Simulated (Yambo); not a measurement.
# C (Fd-3m) in Yambo: notebook

Runs on C. Level: LDA. Tasks: optical spectrum.

Everything below comes from runs of Yambo 5.3.0. Logs are shortened: lines on timing, memory, paths and dates and some standing lists are left out, and cuts for length are marked.

## (1) The crystal as given

Symmetry: Fd-3m, No. 227, cubic system. Conventional cell: a = 3.567 Å, b = 3.567 Å, c = 3.567 Å, α = 90.00°, β = 90.00°, γ = 90.00°. C (site symmetry -43m) is surrounded by 4 C at 1.54 Å.

This isn't the form of C at room conditions, which is graphite.

## (2) Optical spectrum, LDA

File optics2.in:

```
optics
chi
tddft
Chimod= "ALDA"
% BndsRnXd
 1 | 29 |
%
NGsBlkXd= 4 Ry
% LongDrXd
 1 | 1 | 0 |
%
% QpntsRXd
 1 | 1 |
%
% EnRngeXd
 0 | 20 | eV
%
% DmRngeXd
 0.2 | 0.2 | eV
%
ETStpsXd= 200
FxcGRLc= 4 Ry
VXCRLvcs= 4 Ry
```

File scf.in:

```
&CONTROL
  calculation = 'scf'
  prefix = 'pwscf'
  outdir = './tmp'
  pseudo_dir = './pseudo'
/
&SYSTEM
  ibrav = 0
  A = 2.52206604
  nat = 2
  ntyp = 1
  ecutwfc = 82
  nbnd = 9
  occupations = 'smearing'
  smearing = 'fd'
  degauss = 0.00367493
  force_symmorphic = .true.
/
&ELECTRONS
  conv_thr = 4d-10
  electron_maxstep = 120
  mixing_beta = 0.5
/
ATOMIC_SPECIES
C     12.0110 C.upf
CELL_PARAMETERS alat
   0.0000000000    0.7071067814    0.7071067814
   0.7071067814    0.0000000000    0.7071067814
   0.7071067814    0.7071067814    0.0000000000
ATOMIC_POSITIONS alat
C      1.0606601721    1.0606601721    1.0606601721
C      0.7071067814    0.7071067814    0.7071067814
K_POINTS automatic
14 14 14 0 0 0
```

File nscf.in:

```
&CONTROL
  calculation = 'nscf'
  prefix = 'pwscf'
  outdir = './tmp'
  pseudo_dir = './pseudo'
/
&SYSTEM
  ibrav = 0
  A = 2.52206604
  nat = 2
  ntyp = 1
  ecutwfc = 82
  nbnd = 29
  occupations = 'fixed'
  force_symmorphic = .true.
/
&ELECTRONS
  conv_thr = 1d-08
  diago_full_acc = .true.
  diago_thr_init = 1d-06
/
ATOMIC_SPECIES
C     12.0110 C.upf
CELL_PARAMETERS alat
   0.0000000000    0.7071067814    0.7071067814
   0.7071067814    0.0000000000    0.7071067814
   0.7071067814    0.7071067814    0.0000000000
ATOMIC_POSITIONS alat
C      1.0606601721    1.0606601721    1.0606601721
C      0.7071067814    0.7071067814    0.7071067814
K_POINTS automatic
14 14 14 0 0 0
```

Potentials or basis: PseudoDojo 0.4.1 SR LDA standard.

Command:

```console
$ OMP_NUM_THREADS=1 pw.x -in scf.in > scf.out
$ OMP_NUM_THREADS=1 pw.x -in nscf.in > nscf.out
$ cd tmp/pwscf.save; p2y; mv SAVE ../..; cd ../..
$ OMP_NUM_THREADS=1 yambo
$ OMP_NUM_THREADS=1 yambo -F optics2.in -J optics2 -C optics2_out
```

Yambo's report:

```text
[... sections 02.01 to 02.04 as in the set-up run ...]

  [02.05] Energies & Occupations
  ==============================

  [X] === General ===
  [X] Electronic Temperature                        :  0.000000  0.000000 [eV K]
  [X] Bosonic    Temperature                        :  0.000000  0.000000 [eV K]
  [X] Finite Temperature mode                       : no
  [X] El. density                                   :  0.70524E+24 [cm-3]
  [X] Fermi Level                                   :  13.12812 [eV]

  [X] === Gaps and Widths ===
  [X] Conduction Band Min                           :  4.138392 [eV]
  [X] Valence Band Max                              :  0.000000 [eV]
  [X] Filled Bands                                  :   4
  [X] Empty Bands                                   :   5  29
  [X] Direct Gap                                    :  5.559659 [eV]
  [X] Direct Gap localized at k                     :  1
  [X] Indirect Gap                                  :  4.138392 [eV]
  [X] Indirect Gap between kpts                     :    1   49
  [X] Last valence band width                       :  8.272053 [eV]
  [X] 1st conduction band width                     :  5.641325 [eV]

 [03] Transferred momenta grid and indexing
 ==========================================

 IBZ Q-points                                      :  104
 BZ  Q-points                                      :  2744

 K/Q-points units:
 rlu = crystal or reduced units; cc = cartesian coordinates; iku = interal k-units

 Q [  1]        [rlu]:  0.000000  0.000000  0.000000
 Q [  2]        [rlu]: -0.18570E-17 -0.18570E-17  0.71429E-01
 Q [  3]        [rlu]: -0.19610E-16 -0.19610E-16  0.14286
 Q [  4]        [rlu]: -0.19953E-16 -0.19953E-16  0.21429
 Q [  5]        [rlu]: -0.74280E-17 -0.74280E-17  0.28571
 Q [  6]        [rlu]: -0.38555E-16 -0.38555E-16  0.35714
[... 42 lines left out ...]
 Q [ 49]        [rlu]: -0.26925E-17  0.35714      0.35714
 Q [ 50]        [rlu]: -0.18570E-17  0.35714      0.42857

 Remaining 54 points informations can be written running with -fatlog

 [04] Dipoles
 ============

  [04.01] Setup: observables and procedures
  =========================================

  [WF-Oscillators/G space/Transverse up loader] Normalization (few states)  min/max  :  0.68366E-16   1.0000

  [WR./optics2//ndb.dipoles]------------------------------------------------------
   Brillouin Zone Q/K grids (IBZ/BZ)                :   104  2744   104  2744
   RL vectors                                       :  1411 [WF]
   Fragmentation                                    : yes
   Electronic Temperature                           :  0.000000 [K]
   Bosonic    Temperature                           :  0.000000 [K]
   DIP band range                                   :   1  29
   DIP band range limits                            :   4   5
   DIP e/h energy range                             : -1.000000 -1.000000 [eV]
   RL vectors in the sum                            :  1411
   [r,Vnl] included                                 : yes
   Bands ordered                                    : yes
   Direct v evaluation                              : no
   Approach used                                    : G-space v
   Dipoles computed                                 : R V P [G-space]
   Wavefunctions                                    : Slater exchange(X)+Perdew & Wang(C)

  [WARNING] [r,Vnl^pseudo] included in position and velocity dipoles.

  [WARNING] In case H contains other non local terms, these are neglected

 [05] Optics
 ===========

 [xc] Functional : Slater exchange(X)+Perdew & Wang(C)
 [xc] LIBXC used to calculate xc functional
  PP Number of Atomic Species                      :  1
  NLCC RL compoments                               :   7727
 [X-CG] R(p) Tot o/o(of R):    9137  274400     100
```

It took 21 s on 1 thread of Intel Xeon 6975P-C (Granite Rapids), shared host; peak memory 0.41 GiB.

What came out:

- Band gap on the k mesh, mean-field level: 4.14 eV, indirect (least direct gap 5.56 eV)
- Electronic dielectric constant along the field: 5.92
- Electronic dielectric constant along the field, independent particles: 5.93

Dielectric function (along the field direction of the input):
| energy (eV) | real part | imaginary part |
| --- | --- | --- |
| 0.30 | 5.93 | 0.09 |
| 1.31 | 6.00 | 0.10 |
| 2.31 | 6.18 | 0.11 |
| 3.32 | 6.50 | 0.13 |
| 4.42 | 7.14 | 0.21 |
| 5.43 | 8.41 | 0.67 |
| 6.43 | 8.12 | 2.07 |
| 7.54 | 8.34 | 2.80 |
| 8.54 | 8.68 | 4.66 |
| 9.55 | 9.55 | 6.88 |
| 10.65 | 11.59 | 13.80 |
| 11.66 | 1.87 | 14.79 |
| 12.66 | -6.76 | 7.44 |
| 13.77 | -1.38 | 5.25 |
| 14.77 | -3.16 | 6.15 |
| 15.78 | -3.51 | 3.11 |
| 16.88 | -2.16 | 2.27 |
| 17.89 | -1.76 | 2.30 |
| 18.89 | -1.90 | 1.47 |
| 20.00 | -0.80 | 0.89 |

Caveat: spectra need much finer meshes, so this one isn't converged; these spectra lack excitons. A k mesh can miss the band edges.

## (3) Optical spectrum, LDA

File optics3.in:

```
optics
chi
Chimod= "IP"
% BndsRnXd
 1 | 29 |
%
% LongDrXd
 0 | 0 | 1 |
%
% QpntsRXd
 1 | 1 |
%
% EnRngeXd
 0 | 20 | eV
%
% DmRngeXd
 0.3 | 0.3 | eV
%
ETStpsXd= 150
```

scf.in is that of step 2.

nscf.in is that of step 2.

Potentials or basis: PseudoDojo 0.4.1 SR LDA standard.

Command:

```console
$ OMP_NUM_THREADS=1 pw.x -in scf.in > scf.out
$ OMP_NUM_THREADS=1 pw.x -in nscf.in > nscf.out
$ cd tmp/pwscf.save; p2y; mv SAVE ../..; cd ../..
$ OMP_NUM_THREADS=1 yambo
$ OMP_NUM_THREADS=1 yambo -F optics3.in -J optics3 -C optics3_out
```

Yambo's report:

```text
[... sections 02.01 to 02.04 as in the set-up run ...]

  [02.05] Energies & Occupations
  ==============================

  [X] === General ===
  [X] Electronic Temperature                        :  0.000000  0.000000 [eV K]
  [X] Bosonic    Temperature                        :  0.000000  0.000000 [eV K]
  [X] Finite Temperature mode                       : no
  [X] El. density                                   :  0.70524E+24 [cm-3]
  [X] Fermi Level                                   :  13.12812 [eV]

  [X] === Gaps and Widths ===
  [X] Conduction Band Min                           :  4.138392 [eV]
  [X] Valence Band Max                              :  0.000000 [eV]
  [X] Filled Bands                                  :   4
  [X] Empty Bands                                   :   5  29
  [X] Direct Gap                                    :  5.559659 [eV]
  [X] Direct Gap localized at k                     :  1
  [X] Indirect Gap                                  :  4.138392 [eV]
  [X] Indirect Gap between kpts                     :    1   49
  [X] Last valence band width                       :  8.272053 [eV]
  [X] 1st conduction band width                     :  5.641325 [eV]

 [03] Transferred momenta grid and indexing
 ==========================================

 IBZ Q-points                                      :  104
 BZ  Q-points                                      :  2744

 K/Q-points units:
 rlu = crystal or reduced units; cc = cartesian coordinates; iku = interal k-units

 Q [  1]        [rlu]:  0.000000  0.000000  0.000000
 Q [  2]        [rlu]: -0.18570E-17 -0.18570E-17  0.71429E-01
 Q [  3]        [rlu]: -0.19610E-16 -0.19610E-16  0.14286
 Q [  4]        [rlu]: -0.19953E-16 -0.19953E-16  0.21429
 Q [  5]        [rlu]: -0.74280E-17 -0.74280E-17  0.28571
 Q [  6]        [rlu]: -0.38555E-16 -0.38555E-16  0.35714
 Q [  7]        [rlu]: -0.39907E-16 -0.39907E-16  0.42857
 Q [  8]        [rlu]:  0.39241E-16  0.39241E-16 -0.50000
 Q [  9]        [rlu]: -0.53850E-18  0.71429E-01  0.71429E-01
 Q [ 10]        [rlu]: -0.13523E-17  0.71429E-01  0.14286
 Q [ 11]        [rlu]: -0.47233E-17  0.71429E-01  0.21429
 Q [ 12]        [rlu]: -0.60756E-17  0.71429E-01  0.28571
 Q [ 13]        [rlu]: -0.94466E-17  0.71429E-01  0.35714
 Q [ 14]        [rlu]: -0.10799E-16  0.71429E-01  0.42857
 Q [ 15]        [rlu]:  0.98871E-16  0.71429E-01  0.50000
 Q [ 16]        [rlu]:  0.11485E-16  0.71429E-01 -0.42857
 Q [ 17]        [rlu]:  0.12151E-16  0.71429E-01 -0.35714
 Q [ 18]        [rlu]:  0.10799E-16  0.71429E-01 -0.28571
 Q [ 19]        [rlu]:  0.39221E-16  0.71429E-01 -0.21429
 Q [ 20]        [rlu]:  0.50663E-17  0.71429E-01 -0.14286
 Q [ 21]        [rlu]:  0.68599E-18  0.71429E-01 -0.71429E-01
 Q [ 22]        [rlu]: -0.10770E-17  0.14286      0.14286
 Q [ 23]        [rlu]: -0.13523E-17  0.14286      0.21429
 Q [ 24]        [rlu]: -0.57326E-17  0.14286      0.28571
 Q [ 25]        [rlu]: -0.50663E-17  0.14286      0.35714
 Q [ 26]        [rlu]: -0.54093E-17  0.14286      0.42857
 Q [ 27]        [rlu]: -0.40573E-16  0.14286      0.50000
 Q [ 28]        [rlu]:  0.18893E-16  0.14286     -0.42857
 Q [ 29]        [rlu]:  0.94663E-17  0.14286     -0.35714
 Q [ 30]        [rlu]:  0.12151E-16  0.14286     -0.28571
 Q [ 31]        [rlu]:  0.10799E-16  0.14286     -0.21429
 Q [ 32]        [rlu]:  0.11465E-16  0.14286     -0.14286
 Q [ 33]        [rlu]: -0.16155E-17  0.21429      0.21429
 Q [ 34]        [rlu]: -0.33710E-17  0.21429      0.28571
 Q [ 35]        [rlu]: -0.67420E-17  0.21429      0.35714
 Q [ 36]        [rlu]: -0.40570E-17  0.21429      0.42857
 Q [ 37]        [rlu]:  0.71801E-16  0.21429      0.50000
 Q [ 38]        [rlu]: -0.95286E-17  0.21429     -0.42857
 Q [ 39]        [rlu]:  0.18893E-16  0.21429     -0.35714
 Q [ 40]        [rlu]:  0.11485E-16  0.21429     -0.28571
 Q [ 41]        [rlu]:  0.10133E-16  0.21429     -0.21429
 Q [ 42]        [rlu]: -0.21540E-17  0.28571      0.28571
 Q [ 43]        [rlu]: -0.18570E-17  0.28571      0.35714
 Q [ 44]        [rlu]: -0.47233E-17  0.28571      0.42857
 Q [ 45]        [rlu]: -0.23991E-16  0.28571      0.50000
 Q [ 46]        [rlu]:  0.16290E-16  0.28571      0.57143
 Q [ 47]        [rlu]: -0.95286E-17  0.28571     -0.35714
 Q [ 48]        [rlu]:  0.14856E-16  0.28571     -0.28571
 Q [ 49]        [rlu]: -0.26925E-17  0.35714      0.35714
 Q [ 50]        [rlu]: -0.18570E-17  0.35714      0.42857

 Remaining 54 points informations can be written running with -fatlog

 [04] Dipoles
 ============

  [04.01] Setup: observables and procedures
  =========================================

  [WF-Oscillators/G space/Transverse up loader] Normalization (few states)  min/max  :  0.68366E-16   1.0000

  [WR./optics3//ndb.dipoles]------------------------------------------------------
   Brillouin Zone Q/K grids (IBZ/BZ)                :   104  2744   104  2744
   RL vectors                                       :  1411 [WF]
   Fragmentation                                    : yes
   Electronic Temperature                           :  0.000000 [K]
   Bosonic    Temperature                           :  0.000000 [K]
   DIP band range                                   :   1  29
   DIP band range limits                            :   4   5
   DIP e/h energy range                             : -1.000000 -1.000000 [eV]
   RL vectors in the sum                            :  1411
   [r,Vnl] included                                 : yes
   Bands ordered                                    : yes
   Direct v evaluation                              : no
   Approach used                                    : G-space v
   Dipoles computed                                 : R V P [G-space]
   Wavefunctions                                    : Slater exchange(X)+Perdew & Wang(C)

  [WARNING] [r,Vnl^pseudo] included in position and velocity dipoles.

  [WARNING] In case H contains other non local terms, these are neglected

 [05] Optics
 ===========

 [X-CG] R(p) Tot o/o(of R):    9137  274400     100
```

Wall time 18 s (1 thread of Intel Xeon 6975P-C (Granite Rapids), shared host); peak memory 0.26 GiB.

What came out:

| Property | Result |
| --- | --- |
| Band gap on the k mesh, mean-field level | 4.14 eV, indirect (least direct gap 5.56 eV) |
| Electronic dielectric constant along the field | 5.93 |

Dielectric function (along the field direction of the input):
| energy (eV) | real part | imaginary part |
| --- | --- | --- |
| 0.27 | 5.93 | 0.14 |
| 0.94 | 5.97 | 0.14 |
| 1.61 | 6.05 | 0.15 |
| 2.28 | 6.18 | 0.16 |
| 2.95 | 6.37 | 0.18 |
| 3.62 | 6.64 | 0.22 |
| 4.30 | 7.04 | 0.29 |
| 4.97 | 7.67 | 0.46 |
| 5.64 | 8.54 | 1.11 |
| 6.31 | 8.28 | 2.47 |
| 6.98 | 8.88 | 3.43 |
| 7.65 | 8.75 | 3.31 |
| 8.32 | 8.60 | 4.49 |
| 8.99 | 9.41 | 5.30 |
| 9.66 | 9.33 | 7.02 |
| 10.47 | 10.77 | 11.32 |
| 11.14 | 2.91 | 16.85 |
| 11.81 | 0.41 | 15.04 |
| 12.48 | -6.08 | 9.78 |
| 13.15 | -3.53 | 5.19 |
| 13.83 | -1.57 | 5.42 |
| 14.50 | -2.18 | 6.12 |
| 15.17 | -3.56 | 4.83 |
| 15.84 | -3.21 | 3.20 |
| 16.51 | -2.45 | 2.57 |
| 17.18 | -1.88 | 2.29 |
| 17.85 | -1.76 | 2.30 |
| 18.52 | -2.01 | 1.85 |
| 19.19 | -1.76 | 1.24 |
| 20.00 | -0.88 | 0.99 |

Caveat: spectra need much finer meshes, so this one isn't converged; independent-particle spectra lack excitons. As with any semilocal functional, this LDA gap is likely too small.

## (4) Optical spectrum, LDA

File optics4.in:

```
optics
chi
Chimod= "HARTREE"
% BndsRnXd
 1 | 29 |
%
NGsBlkXd= 3 Ry
% LongDrXd
 0 | 1 | 0 |
%
% QpntsRXd
 1 | 1 |
%
% EnRngeXd
 0 | 15 | eV
%
% DmRngeXd
 0.3 | 0.3 | eV
%
ETStpsXd= 300
```

scf.in is that of step 3.

nscf.in is that of step 3.

Potentials or basis: PseudoDojo 0.4.1 SR LDA standard.

Command:

```console
$ OMP_NUM_THREADS=1 pw.x -in scf.in > scf.out
$ OMP_NUM_THREADS=1 pw.x -in nscf.in > nscf.out
$ cd tmp/pwscf.save; p2y; mv SAVE ../..; cd ../..
$ OMP_NUM_THREADS=1 yambo
$ OMP_NUM_THREADS=1 yambo -F optics4.in -J optics4 -C optics4_out
```

Yambo's report:

```text
[... sections 02.01 to 02.04 as in the set-up run ...]

  [02.05] Energies & Occupations
  ==============================

  [X] === General ===
  [X] Electronic Temperature                        :  0.000000  0.000000 [eV K]
  [X] Bosonic    Temperature                        :  0.000000  0.000000 [eV K]
  [X] Finite Temperature mode                       : no
  [X] El. density                                   :  0.70524E+24 [cm-3]
  [X] Fermi Level                                   :  13.12812 [eV]

  [X] === Gaps and Widths ===
  [X] Conduction Band Min                           :  4.138392 [eV]
  [X] Valence Band Max                              :  0.000000 [eV]
  [X] Filled Bands                                  :   4
  [X] Empty Bands                                   :   5  29
  [X] Direct Gap                                    :  5.559659 [eV]
  [X] Direct Gap localized at k                     :  1
  [X] Indirect Gap                                  :  4.138392 [eV]
  [X] Indirect Gap between kpts                     :    1   49
  [X] Last valence band width                       :  8.272053 [eV]
  [X] 1st conduction band width                     :  5.641325 [eV]

 [03] Transferred momenta grid and indexing
 ==========================================

 IBZ Q-points                                      :  104
 BZ  Q-points                                      :  2744

 K/Q-points units:
 rlu = crystal or reduced units; cc = cartesian coordinates; iku = interal k-units

 Q [  1]        [rlu]:  0.000000  0.000000  0.000000
 Q [  2]        [rlu]: -0.18570E-17 -0.18570E-17  0.71429E-01
 Q [  3]        [rlu]: -0.19610E-16 -0.19610E-16  0.14286
 Q [  4]        [rlu]: -0.19953E-16 -0.19953E-16  0.21429
 Q [  5]        [rlu]: -0.74280E-17 -0.74280E-17  0.28571
 Q [  6]        [rlu]: -0.38555E-16 -0.38555E-16  0.35714
[... 42 lines left out ...]
 Q [ 49]        [rlu]: -0.26925E-17  0.35714      0.35714
 Q [ 50]        [rlu]: -0.18570E-17  0.35714      0.42857

 Remaining 54 points informations can be written running with -fatlog

 [04] Dipoles
 ============

  [04.01] Setup: observables and procedures
  =========================================

  [WF-Oscillators/G space/Transverse up loader] Normalization (few states)  min/max  :  0.68366E-16   1.0000

  [WR./optics4//ndb.dipoles]------------------------------------------------------
   Brillouin Zone Q/K grids (IBZ/BZ)                :   104  2744   104  2744
   RL vectors                                       :  1411 [WF]
   Fragmentation                                    : yes
   Electronic Temperature                           :  0.000000 [K]
   Bosonic    Temperature                           :  0.000000 [K]
   DIP band range                                   :   1  29
   DIP band range limits                            :   4   5
   DIP e/h energy range                             : -1.000000 -1.000000 [eV]
   RL vectors in the sum                            :  1411
   [r,Vnl] included                                 : yes
   Bands ordered                                    : yes
   Direct v evaluation                              : no
   Approach used                                    : G-space v
   Dipoles computed                                 : R V P [G-space]
   Wavefunctions                                    : Slater exchange(X)+Perdew & Wang(C)

  [WARNING] [r,Vnl^pseudo] included in position and velocity dipoles.

  [WARNING] In case H contains other non local terms, these are neglected

 [05] Optics
 ===========

 [X-CG] R(p) Tot o/o(of R):    9137  274400     100
```

o-optics4.eps_q1_inv_rpa_dyson:

```text
# Absorption @ Q(1):   0.00000000      1.00000000      0.00000000    [q->0 direction]
#
# [ X ] Hartree size                              :  15
# [GEN] GF Energies                               : Slater exchange(X)+Perdew & Wang(C)
# [GEN] Green`s Function                          : T-ordered
#
# [GEN] Gauge                                     : Length
# [GEN] [r,Vnl] included                          : yes
#
#    E[1] [eV]          Im(eps)            Re(eps)            Im(eps_o)          Re(eps_o)
#
        0.000000           0.129177           5.777722           0.135255           5.925356
        0.050167           0.129187           5.777831           0.135266           5.925469
        0.100334           0.129219           5.778156           0.135299           5.925809
        0.150502           0.129272           5.778697           0.135355           5.926375
        0.200669           0.129346           5.779456           0.135433           5.927169
        0.250836           0.129441           5.780432           0.135533           5.928189
[... 292 lines left out ...]
        14.94983           5.542253          -3.140703           5.504915          -3.280618
        15.00000           5.403667          -3.236763           5.362365          -3.369255
#
```

Wall time 20 s (1 thread of Intel Xeon 6975P-C (Granite Rapids), shared host); peak memory 0.41 GiB.

What came out:

```
Band gap on the k mesh, mean-field level                              : 4.14 eV, indirect (least direct gap 5.56 eV)
Electronic dielectric constant along the field                        : 5.78
Electronic dielectric constant along the field, independent particles : 5.93
```

Dielectric function (along the field direction of the input):
```csv
energy (eV),real part,imaginary part
0.25,5.78,0.13
1.00,5.82,0.13
1.76,5.92,0.14
2.56,6.09,0.16
3.31,6.33,0.19
4.11,6.72,0.25
4.87,7.33,0.40
5.67,8.31,1.09
6.42,8.04,2.19
7.22,8.01,3.49
7.98,8.61,4.27
8.78,8.79,4.49
9.53,9.12,6.45
10.33,10.69,9.41
11.09,4.54,16.70
11.89,0.14,15.23
12.64,-5.68,8.23
13.44,-2.29,4.99
14.20,-1.43,5.78
15.00,-3.24,5.40
```

Caveat: spectra need much finer meshes, so this one isn't converged; these spectra lack excitons.

[end of part 1 of 2]
